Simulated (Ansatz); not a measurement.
# PbO: field gradients at two levels of theory

Cell: an entry of the Crystallography Open Database (COD).

```cif
data_structure
_symmetry_space_group_name_H-M 'P 1'
_symmetry_Int_Tables_number 1
_cell_length_a 5.8931
_cell_length_b 5.4904
_cell_length_c 4.7528
_cell_angle_alpha 90.000
_cell_angle_beta 90.000
_cell_angle_gamma 90.000
_cell_volume 153.78
loop_
_atom_site_label
_atom_site_type_symbol
_atom_site_fract_x
_atom_site_fract_y
_atom_site_fract_z
_atom_site_occupancy
Pb1 Pb 0.22970 0.98840 0.25000 1
Pb2 Pb 0.77030 0.01160 0.75000 1
Pb3 Pb 0.22970 0.51160 0.75000 1
Pb4 Pb 0.77030 0.48840 0.25000 1
O5 O 0.86530 0.09170 0.25000 1
O6 O 0.13470 0.90830 0.75000 1
O7 O 0.86530 0.40830 0.75000 1
O8 O 0.13470 0.59170 0.25000 1
```

Atom numbers follow the list; atoms alike are taken as one site, whose name carries the number of the first.

First run. Level of theory: DFT, PBE, plane waves and PAW, scalar-relativistic, 420 eV cutoff, Γ-centred 6×6×7 k-points, Fermi–Dirac smearing 0.01 eV (Ansatz 0.2.0).

```json
{"site": "Pb", "atom": "1", "V_zz (10²¹ V/m²)": "-38.5", "η": "0.38"}
{"site": "O", "atom": "5", "V_zz (10²¹ V/m²)": "3.43", "η": "0.27"}
```

Second run. The same atoms and settings, except that the functional is r2SCAN and the cutoff is 500 eV.

Q: Given the first result, estimate the second.

A: 

```json
{"site": "Pb", "atom": "1", "V_zz": "-41.6", "η": "0.39", "change of V_zz": "-3.07"}
{"site": "O", "atom": "5", "V_zz": "3.59", "η": "0.22", "change of V_zz": "+0.16"}
```

The largest change of V_zz is on Pb, from -38.5 to -41.6. In per cent, |V_zz| changes by +8 on Pb, +5 on O (all sites that start above 0.5).

Spin–orbit coupling is left out, which shifts gradients on Pb by a few per cent, and by more where contributions nearly cancel.
For the first run: At this cell the principal stresses reach 5 GPa in size with PBE, which can matter for small gradients. The largest force is 0.5 eV/Å, so the atoms aren't at the calculated equilibrium and relaxing them would move these values.
